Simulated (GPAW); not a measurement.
# A GW chain in GPAW: LiF (Griceite)

Wanted: ground state, empty states, screening and self-energy for LiF (Griceite).

Program: GPAW 26.7.0. Level of theory: PBE and many-body steps on it, plane waves. Results are calculated unless marked as measured.

## 1. The structure

The structure is cubic, space group Fm-3m (No. 225). Conventional cell: a = 4.028 Å, b = 4.028 Å, c = 4.028 Å, α = 90.00°, β = 90.00°, γ = 90.00°. Nearest to Li lie 6 F at 2.01 Å. Nearest to F lie 6 Li at 2.01 Å. Farther neighbours and most contacts between anions are not listed.

The cell and positions come from the Crystallography Open Database and are kept as given unless a step says otherwise.

## 2. Ground state

This step: GPAW 26.7.0; DFT, PBE, plane waves, PAW.

The ground-state density comes first.

Input file run.py:

```python
import json
import numpy as np
from gpaw.mpi import world
from ase import Atoms
from gpaw import GPAW, PW, FermiDirac

atoms = Atoms(['Li', 'F'],
    cell=[[0.0000000000, 2.0140000000, 2.0140000000],
      [2.0140000000, 0.0000000000, 2.0140000000],
      [2.0140000000, 2.0140000000, 0.0000000000]],
    scaled_positions=[[0.0000000000, 0.0000000000, 0.0000000000],
      [0.5000000000, 0.5000000000, 0.5000000000]],
    pbc=(True, True, True))
calc = GPAW(mode=PW(600),
    xc='PBE',
    kpts={'size': (10, 10, 10), 'gamma': True},
    occupations=FermiDirac(0.001),
    nbands=-7,
    convergence={'density': 1e-6, 'bands': -3},
    maxiter=100,
    txt='gs.txt')
atoms.calc = calc
res = {'energy': atoms.get_potential_energy()}
kpts = calc.get_ibz_k_points()
res['kpts'] = kpts
res['eigenvalues'] = [calc.get_eigenvalues(kpt=k) for k in range(len(kpts))]
res['n_electrons'] = calc.get_number_of_electrons()
calc.write('gs.gpw')

if world.rank == 0:
    with open('result.json', 'w') as f:
        json.dump(res, f, default=lambda x: x.tolist())
```

Command:

```sh
$ mpirun -n 4 gpaw python run.py
```

What it wrote:

```text
__  _  _
 | _ |_)|_||  |
 |__||  | ||/\| - 26.7.0

Input parameters:
  mode=PW(ecut=600.0),
  convergence={'density': 1e-06, 'bands': -3},
  kpts=MonkhorstPack(size=(10, 10, 10), gamma=True),
  maxiter=100,
  nbands=-7,
  occupations=Occupations(name='fermi-dirac', width=0.001, fixmagmom=False),
  xc=XC(name='PBE')
  [... matrices ...]
Diagonalizing LCAO Hamiltonian
Converting LCAO to pw mode

              F

       Li

Atoms  # Å, Bohr magnetons
|   | symbol |        x |        y |        z |    initial magnetic moments |
| 0 |     Li | 0.000000 | 0.000000 | 0.000000 | ( 0.0000,  0.0000,  0.0000) |
| 1 |      F | 2.014000 | 2.014000 | 2.014000 | ( 0.0000,  0.0000,  0.0000) |

Unit cell  # Å
| periodic |        x |        y |        z |  lengths |    angles |
|      yes | 0.000000 | 2.014000 | 2.014000 | 2.848226 | 60.000000 |
|      yes | 2.014000 | 0.000000 | 2.014000 | 2.848226 | 60.000000 |
|      yes | 2.014000 | 2.014000 | 0.000000 | 2.848226 | 60.000000 |

Number of symmetries: 48
Symmetry operations  # r_c * U_cc + t_c -> r_c
|    | kind |            matrix            |
|  0 |  σ   |  1, 0, 0,  1, 0,-1,  1,-1, 0 |
|  1 |  C2  |  1, 0, 0,  1,-1, 0,  1, 0,-1 |
|  2 |  E   |  1, 0, 0,  0, 1, 0,  0, 0, 1 |
|  3 |  σ   |  1, 0, 0,  0, 0, 1,  0, 1, 0 |
|  4 |  C4  |  1, 0,-1,  1, 0, 0,  1,-1, 0 |
|  5 |  S6  |  1, 0,-1,  1,-1, 0,  1, 0, 0 |
|  6 |  σ   |  1, 0,-1,  0, 1,-1,  0, 0,-1 |
|  7 |  C3  |  1, 0,-1,  0, 0,-1,  0, 1,-1 |
|  8 |  S6  |  1,-1, 0,  1, 0, 0,  1, 0,-1 |
|  9 |  C4  |  1,-1, 0,  1, 0,-1,  1, 0, 0 |
| 10 |  C3  |  1,-1, 0,  0,-1, 1,  0,-1, 0 |
| 11 |  σ   |  1,-1, 0,  0,-1, 0,  0,-1, 1 |
| 12 |  σ   |  0, 1, 0,  1, 0, 0,  0, 0, 1 |
| 13 |  C4  |  0, 1, 0,  0, 1,-1, -1, 1, 0 |
| 14 |  C3  |  0, 1, 0,  0, 0, 1,  1, 0, 0 |
| 15 |  S6  |  0, 1, 0, -1, 1, 0,  0, 1,-1 |
| 16 |  C2  |  0, 1,-1,  1, 0,-1,  0, 0,-1 |
| 17 |  σ   |  0, 1,-1,  0, 1, 0, -1, 1, 0 |
| 18 |  S4  |  0, 1,-1,  0, 0,-1,  1, 0,-1 |
| 19 |  C4  |  0, 1,-1, -1, 1, 0,  0, 1, 0 |
| 20 |  C3  |  0, 0, 1,  1, 0, 0,  0, 1, 0 |
| 21 |  σ   |  0, 0, 1,  0, 1, 0,  1, 0, 0 |
| 22 |  S6  |  0, 0, 1,  0,-1, 1, -1, 0, 1 |
| 23 |  C4  |  0, 0, 1, -1, 0, 1,  0,-1, 1 |
| 24 |  S4  |  0, 0,-1,  1, 0,-1,  0, 1,-1 |
| 25 |  C3  |  0, 0,-1,  0, 1,-1,  1, 0,-1 |
| 26 |  C2  |  0, 0,-1,  0,-1, 0, -1, 0, 0 |
| 27 |  S6  |  0, 0,-1, -1, 0, 0,  0,-1, 0 |
| 28 |  S4  |  0,-1, 1,  1,-1, 0,  0,-1, 0 |
| 29 |  C4  |  0,-1, 1,  0, 0, 1, -1, 0, 1 |
| 30 |  C2  |  0,-1, 1,  0,-1, 0,  1,-1, 0 |
| 31 |  σ   |  0,-1, 1, -1, 0, 1,  0, 0, 1 |
| 32 |  C3  |  0,-1, 0,  1,-1, 0,  0,-1, 1 |
| 33 |  S6  |  0,-1, 0,  0, 0,-1, -1, 0, 0 |
| 34 |  S4  |  0,-1, 0,  0,-1, 1,  1,-1, 0 |
| 35 |  C2  |  0,-1, 0, -1, 0, 0,  0, 0,-1 |
| 36 |  C2  | -1, 1, 0,  0, 1, 0,  0, 1,-1 |
| 37 |  S6  | -1, 1, 0,  0, 1,-1,  0, 1, 0 |
| 38 |  S4  | -1, 1, 0, -1, 0, 1, -1, 0, 0 |
| 39 |  C3  | -1, 1, 0, -1, 0, 0, -1, 0, 1 |
| 40 |  S6  | -1, 0, 1,  0, 0, 1,  0,-1, 1 |
| 41 |  C2  | -1, 0, 1,  0,-1, 1,  0, 0, 1 |
| 42 |  C3  | -1, 0, 1, -1, 1, 0, -1, 0, 0 |
| 43 |  S4  | -1, 0, 1, -1, 0, 0, -1, 1, 0 |
| 44 |  C2  | -1, 0, 0,  0, 0,-1,  0,-1, 0 |
| 45 |  i   | -1, 0, 0,  0,-1, 0,  0, 0,-1 |
| 46 |  σ   | -1, 0, 0, -1, 1, 0, -1, 0, 1 |
| 47 |  C2  | -1, 0, 0, -1, 0, 1, -1, 1, 0 |

BZ-sampling:
  Number of BZ points: 1000
  Number of IBZ points: 47

  Monkhorst-Pack size: [10, 10, 10]
  Monkhorst-Pack shift: [0.05, 0.05, 0.05]

K-points  # in reciprocal-cell coordinates
|     |                                coordinates |     weight |
|   0 | (  0.00000000,   0.00000000,   0.00000000) | 0.00100000 |
|   1 | (  0.10000000,   0.10000000,   0.00000000) | 0.00600000 |
|   2 | (  0.10000000,   0.10000000,   0.10000000) | 0.00800000 |
|   3 | (  0.20000000,   0.10000000,   0.10000000) | 0.01200000 |
|   4 | (  0.20000000,   0.20000000,   0.00000000) | 0.00600000 |
|   5 | (  0.20000000,   0.20000000,   0.10000000) | 0.02400000 |
|   6 | (  0.20000000,   0.20000000,   0.20000000) | 0.00800000 |
|   7 | (  0.30000000,   0.20000000,   0.10000000) | 0.02400000 |
|   8 | (  0.30000000,   0.20000000,   0.20000000) | 0.02400000 |
|   9 | (  0.30000000,   0.30000000,   0.00000000) | 0.00600000 |
| ... |                                            |            |
|  46 | (  0.50000000,   0.50000000,   0.50000000) | 0.00400000 |

Plane wave coefficients: 556
Cutoff: 600.0 eV

Spin-components: 1 (collinear spins)
Bands:           11
Projectors:      8
Spin-degeneracy: 2
Datatype:        complex128

  Storage: CPU
  Wave functions: 4_442_064 bytes (1_110_516 per core)
  Projectors: 7_672_656 bytes (1_918_164 per core)
  [... matrices ...]
Parallelization:
  kpt:    4
  domain: 1
  band:   1

Density:
  Valence electrons: 8.0
  Components: 1
  Grid points: [18 18 18]
  Charge: 0.0  # |e|

Potential:
  Grid points: [18 18 18]

species:
  Li:
    name:    Lithium
    Z:       3.0
    valence: 1
    core:    2
    charge:  0.0  # [|e|]
    compensation charges:
      type: gauss
      rc: 0.33  # [Å]
      lmax: 2
    cutoffs:
      filter: 1.91  # [Å]
      core: 2.55  # [Å]
    projectors
    | kind |    occ | energy [eV] | rcut [Å] |
    |   2s |  1.000 |      -2.874 |    1.058 |
    |   2p |  0.000 |      -1.090 |    1.058 |
    |    s |        |      24.337 |    1.058 |

    Using partial waves for Li as LCAO basis

  F:
    name:    Fluorine
    Z:       9.0
    valence: 7
    core:    2
    charge:  0.0  # [|e|]
    compensation charges:
      type: gauss
      rc: 0.20  # [Å]
      lmax: 2
    cutoffs:
      filter: 1.14  # [Å]
      core: 0.74  # [Å]
    projectors
    | kind |    occ | energy [eV] | rcut [Å] |
    |   2s |  2.000 |     -29.898 |    0.635 |
    |   2p |  5.000 |     -11.110 |    0.635 |
    |    s |        |      -2.687 |    0.635 |
    |    p |        |      16.102 |    0.635 |
    |    d |        |       0.000 |    0.635 |

    Using partial waves for F as LCAO basis

Reference energy: -2916.868605  # eV

eigensolver:
  PPCG
  Converge bands: -3
  niter=2

density mixing:
  MSR1-Mixer
  Pratt-step length: 0.05
  Maximum mixing coefficient: 0.75
  Old densities: 10
  SVD Regularization: 0.005
  Good broyden scale: 1.0
  Trust region scale: 1.0
  Backstep threshold: 4.0
  History deletion threshold: 6.0
  Fourier metric: weight=20.0, sigma=0.015

occupation numbers:
  Fermi-Dirac:
    width: 0.0010  # eV

poisson solver:
  ecut: 4800.0  # eV

xc functional:
  name: PBE with 2 nearest neighbor stencil

Initialization done in: 1.324 s

convergence criteria:
- Maximum integral of absolute [dens]ity change: 1e-06 electrons / valence electron
- Maximum [total energy] change in last 3 cyles: 0.0005 eV / valence electron
- Maximum integral of absolute [eigenst]ate change: 4e-08 eV^2 / valence electron
maximum number of iterations: 100

SCF iterations
|iter     |     time |      energy | eigst |  dens |
|iter:   1|  |   -9.693387 | +2.00 |       |
|iter:   2|  |   -9.639534 | -0.02 | -1.07 |
|iter:   3|  |   -9.491681 | -1.14 | -1.12 |
|iter:   4|  |   -9.499847 | -3.10 | -1.55 |
|iter:   5|  |   -9.503931 | -2.98 | -1.86 |
|iter:   6|  |   -9.503952 | -5.53 | -3.07 |
|iter:   7|  |   -9.503959c| -5.90 | -3.40 |
|iter:   8|  |   -9.503959c| -7.98c| -4.76 |
|iter:   9|  |   -9.503959c| -8.55c| -5.08 |
|iter:  10|  |   -9.503959c| -9.66c| -6.55c|

Converged in 10 steps
SCF loop duration: 2.201 s (0.220 s/step)
Energy contributions relative to reference atoms: (reference = -2916.868605)
  [... matrices ...]
Energy contributions:
  Kinetic:          12.232804
  Coulomb:         -12.018208
  Zero:              0.224595
  External:          0.000000
  Xc:               -9.943149
  Entropy:          -0.000000
  Spinorbit:         0.000000
  ----------------------------
  Free energy:      -9.503959
  Extrapolated:     -9.503959

dipole moment: (-2.308529, -2.308529, -2.308529)  # |e|*Ang

Fermi level: 2.918
Eigenvalues  # (at kpt = [0.000, 0.000, 0.000])
| band index |      eig [eV] | occ [0-2] |
|          0 |       -20.707 |     2.000 |
|          1 |        -0.676 |     2.000 |
|          2 |        -0.676 |     2.000 |
|          3 |        -0.676 |     2.000 |
|          4 |         8.393 |     0.000 |
|          5 |        23.528 |     0.000 |
|          6 |        23.528 |     0.000 |
|          7 |        23.528 |     0.000 |
|          8 |        23.828 |     0.000 |
|          9 |        23.828 |     0.000 |
|         10 |        23.828 |     0.000 |

Gap: 9.070 eV
Transition (v -> c):
  (s=0, k=0, n=3, [0.00, 0.00, 0.00]) -> (s=0, k=0, n=4, [0.00, 0.00, 0.00])
No difference between direct/indirect transitions
# Writing to gs.gpw (mode='')
  [... matrices ...]
```

It took 5.2 s on 4 MPI ranks of Arm Neoverse V1, shared host; peak memory 0.58 GiB; 20 s of CPU time.

This step gave:

- total energy: -9.504 eV
- gap: 9.070 eV
- k of the valence top: 0, 0, 0
- k of the conduction bottom: 0, 0, 0
- least direct gap: 9.070 eV

The gap is direct, at Γ.

## 3. Bands along the symmetry lines

The cheap functional maps the bands first; the places of the edges decide which points the dearer methods must see.

Input file run.py:

```python
import json
import numpy as np
from gpaw.mpi import world
from gpaw import GPAW

path = [[0.000000, 0.000000, 0.000000],
    [0.062500, 0.000000, 0.062500],
    [0.125000, 0.000000, 0.125000],
    [0.187500, 0.000000, 0.187500],
    [0.250000, 0.000000, 0.250000],
    [0.312500, 0.000000, 0.312500],
    [0.375000, 0.000000, 0.375000],
    [0.437500, 0.000000, 0.437500],
    [0.500000, 0.000000, 0.500000],
    [0.515625, 0.031250, 0.515625],
    [0.531250, 0.062500, 0.531250],
    [0.546875, 0.093750, 0.546875],
    [0.562500, 0.125000, 0.562500],
    [0.578125, 0.156250, 0.578125],
    [0.593750, 0.187500, 0.593750],
    [0.609375, 0.218750, 0.609375],
    [0.625000, 0.250000, 0.625000],
    [0.375000, 0.375000, 0.750000],
    [0.328125, 0.328125, 0.656250],
    [0.281250, 0.281250, 0.562500],
    [0.234375, 0.234375, 0.468750],
    [0.187500, 0.187500, 0.375000],
    [0.140625, 0.140625, 0.281250],
    [0.093750, 0.093750, 0.187500],
    [0.046875, 0.046875, 0.093750],
    [0.000000, 0.000000, 0.000000],
    [0.062500, 0.062500, 0.062500],
    [0.125000, 0.125000, 0.125000],
    [0.187500, 0.187500, 0.187500],
    [0.250000, 0.250000, 0.250000],
    [0.312500, 0.312500, 0.312500],
    [0.375000, 0.375000, 0.375000],
    [0.437500, 0.437500, 0.437500],
    [0.500000, 0.500000, 0.500000],
    [0.500000, 0.468750, 0.531250],
    [0.500000, 0.437500, 0.562500],
    [0.500000, 0.406250, 0.593750],
    [0.500000, 0.375000, 0.625000],
    [0.500000, 0.343750, 0.656250],
    [0.500000, 0.312500, 0.687500],
    [0.500000, 0.281250, 0.718750],
    [0.500000, 0.250000, 0.750000],
    [0.500000, 0.218750, 0.718750],
    [0.500000, 0.187500, 0.687500],
    [0.500000, 0.156250, 0.656250],
    [0.500000, 0.125000, 0.625000],
    [0.500000, 0.093750, 0.593750],
    [0.500000, 0.062500, 0.562500],
    [0.500000, 0.031250, 0.531250],
    [0.500000, 0.000000, 0.500000]]
calc = GPAW('gs.gpw').fixed_density(kpts=path,
    symmetry='off',
    nbands=14,
    convergence={'bands': 10},
    txt='bands.txt')
res = {}
kpts = calc.get_ibz_k_points()
res['kpts'] = kpts
res['eigenvalues'] = [calc.get_eigenvalues(kpt=k) for k in range(len(kpts))]
res['n_electrons'] = calc.get_number_of_electrons()

if world.rank == 0:
    with open('result.json', 'w') as f:
        json.dump(res, f, default=lambda x: x.tolist())
```

Command:

```sh
$ mpirun -n 4 gpaw python run.py
```

What it wrote:

```text
Diagonalizing LCAO Hamiltonian
Converting LCAO to pw mode
convergence criteria:
- Maximum integral of absolute [eigenst]ate change: 4e-08 eV^2 / valence electron
maximum number of iterations: 100

SCF iterations
|iter     |     time |      energy | eigst |  dens |
|iter:   1|  |             | +2.64 |       |
|iter:   2|  |             | +0.85 |       |
|iter:   3|  |             | -1.38 |       |
|iter:   4|  |             | -2.77 |       |
|iter:   5|  |             | -4.90 |       |
|iter:   6|  |             | -6.47 |       |
|iter:   7|  |             | -7.66c|       |
SCF steps: 7
  __  _  _
 | _ |_)|_||  |
 |__||  | ||/\| - 26.7.0

Input parameters:
  mode=PW(ecut=600.0),
  convergence={'bands': 10},
  gpts=array([18, 18, 18]),
  kpts=KPoints(kpts=array([[0.      , 0.      , 0.      ],
         [0.0625  , 0.      , 0.0625  ],
         [0.125   , 0.      , 0.125   ],
         [0.1875  , 0.      , 0.1875  ],
[...]
[0.515625, 0.03125 , 0.515625],
[...]
[0.546875, 0.09375 , 0.546875],
[...]
[0.578125, 0.15625 , 0.578125],
[...]
[0.609375, 0.21875 , 0.609375],
[...]
[0.328125, 0.328125, 0.65625 ],
[...]
[0.234375, 0.234375, 0.46875 ],
[...]
[0.140625, 0.140625, 0.28125 ],
[...]
[0.046875, 0.046875, 0.09375 ],
[...]
[0.5     , 0.0625  , 0.5625  ],
         [0.5     , 0.03125 , 0.53125 ],
         [0.5     , 0.      , 0.5     ]])),
  maxiter=100,
  nbands=14,
  occupations=Occupations(name='fermi-dirac', width=0.001, fixmagmom=False),
  parallel={},
  symmetry=Symmetry(point_group=False, time_reversal=False),
  xc=XC(name='PBE')
```

Run time: 5.5 s. Hardware: 4 MPI ranks; peak memory 0.59 GiB.

This step gave:

```yaml
gap: 9.068 eV
k_of_the_valence_top: 0.0469, 0.0469, 0.0938
k_of_the_conduction_bottom: 0, 0, 0
least_direct_gap: 9.070 eV
```

The gap is 9.068 eV, −0.002 eV from the run before at this level.

Electronic bands along the path, in eV, zero at the top of the highest filled band; v1 is the highest filled band, c1 the lowest empty one:

```
    point      v4     v3     v2     v1     c1     c2     c3     c4
        Γ  -20.03   0.00   0.00   0.00   9.07  24.20  24.20  24.20
  halfway  -19.71  -1.43  -0.51  -0.51  11.41  18.85  19.80  20.73
        X  -19.30  -3.01  -1.00  -1.00  14.83  16.57  17.45  20.33
  halfway  -19.31  -2.88  -1.18  -0.93  14.85  15.88  17.69  20.15
        U  -19.34  -2.50  -1.57  -0.73  14.52  14.93  18.43  19.75
jump to K  -19.34  -2.50  -1.57  -0.73  14.52  14.93  18.43  19.75
  halfway  -19.70  -1.51  -0.76  -0.08  11.08  17.02  19.99  20.28
        Γ  -20.03   0.00   0.00   0.00   9.07  24.20  24.20  24.20
  halfway  -19.80  -1.38  -0.11  -0.11  10.33  18.00  20.67  20.67
        L  -19.56  -2.53  -0.22  -0.22  10.77  16.77  18.97  18.97
  halfway  -19.44  -2.34  -1.23  -0.48  12.53  15.78  19.03  19.20
        W  -19.32  -2.08  -2.08  -0.80  15.09  15.09  17.49  19.25
  halfway  -19.31  -2.75  -1.34  -0.90  14.87  15.78  17.47  19.78
        X  -19.30  -3.01  -1.00  -1.00  14.83  16.57  17.45  20.33
```

The electronic bands as a text plot (rows in eV, shown from -8.0 to 15.1 only):

```
   14.6 |          ++++++++                              + ++++++
   13.6 |         +        +                           ++
   12.7 |       ++          ++                        +
   11.7 |     ++              ++                    ++
   10.7 |    +                  +++         ++++++++
    9.8 |  ++                      ++    +++
    8.8 |++                          ++++
    7.9 |
    6.9 |
    5.9 |
    5.0 |
    4.0 |
    3.1 |
    2.1 |
    1.1 |
    0.2 |****                 ***********************
   -0.8 |  **************************    ***        *************
   -1.8 |     ****       ********           ****       *******
   -2.7 |         *********                     ********   ******
   -3.7 |
   -4.6 |
   -5.6 |
   -6.6 |
   -7.5 |
         Γ           X  U|K            Γ         L        W     X
```

## 4. Empty states on the mesh, 6×6×6 mesh, 156 bands

The sums over transitions need many empty states on a uniform mesh; this step solves for them.

Input file run.py:

```python
import json
import numpy as np
from gpaw.mpi import world
from gpaw import GPAW

calc = GPAW('gs.gpw').fixed_density(kpts={'size': (6, 6, 6), 'gamma': True},
    parallel={'domain': 1, 'band': 1},
    txt='nscf.txt')
calc.diagonalize_full_hamiltonian(nbands=156)
calc.write('full.gpw', mode='all')
res = {}
kpts = calc.get_ibz_k_points()
res['kpts'] = kpts
res['eigenvalues'] = [calc.get_eigenvalues(kpt=k) for k in range(len(kpts))]
res['n_electrons'] = calc.get_number_of_electrons()

if world.rank == 0:
    with open('result.json', 'w') as f:
        json.dump(res, f, default=lambda x: x.tolist())
```

Command:

```sh
$ mpirun -n 4 gpaw python run.py
```

What it wrote:

```text
Diagonalizing LCAO Hamiltonian
Converting LCAO to pw mode
convergence criteria:
- Maximum integral of absolute [eigenst]ate change: 4e-08 eV^2 / valence electron
maximum number of iterations: 100

SCF iterations
|iter     |     time |      energy | eigst |  dens |
|iter:   1|  |             | +2.03 |       |
|iter:   2|  |             | +0.43 |       |
|iter:   3|  |             | -2.05 |       |
|iter:   4|  |             | -4.47 |       |
|iter:   5|  |             | -6.36 |       |
|iter:   6|  |             | -7.91c|       |
SCF steps: 6
  __  _  _
 | _ |_)|_||  |
 |__||  | ||/\| - 26.7.0

Input parameters:
  mode=PW(ecut=600.0),
  convergence={'density': 1e-06, 'bands': -3},
  gpts=array([18, 18, 18]),
  kpts=MonkhorstPack(size=(6, 6, 6), gamma=True),
  maxiter=100,
  nbands=11,
  occupations=Occupations(name='fermi-dirac', width=0.001, fixmagmom=False),
  parallel={'domain': 1, 'band': 1},
  xc=XC(name='PBE')
Matrix size: 554x554
# Writing to full.gpw (mode='all')
  [... matrices ...]

timing:  # [seconds]
  Total: 1.349  # ━━━━━━━━━━━━━━━━━━━━━━━━━━━━━━━━━━━━━━━━━━━━━━━━━━━━━━━━━━━
```

The job ended after 5 s (4 MPI ranks; peak memory 0.69 GiB).

This step gave:

```yaml
gap: 9.070 eV
k_of_the_valence_top: 0, 0, 0
k_of_the_conduction_bottom: 0, 0, 0
least_direct_gap: 9.070 eV
k_points_computed: 16
lowest_point_of_the_top_converged_band_above_the_valence_top: 244.3024 eV
```

On this mesh the gap is 9.070 eV.

(Part 1 of 2 ends here.)

[Paths, hosts, dates, memory and timing lines, banners, echoed tables and standing remarks are left out of the program output.]

[Logs are printed without paths, hosts, clocks, repeated set-up lines and the standing remarks that a program may print on its own settings, such as how far it seeks lower states.]

[Runs of the session that timed out or met a known fault of the program may be left out.]

[Hosts, paths, dates, database ids (printed as entryN), source tags and the programs' standing remarks are cut or masked in the printed files.]
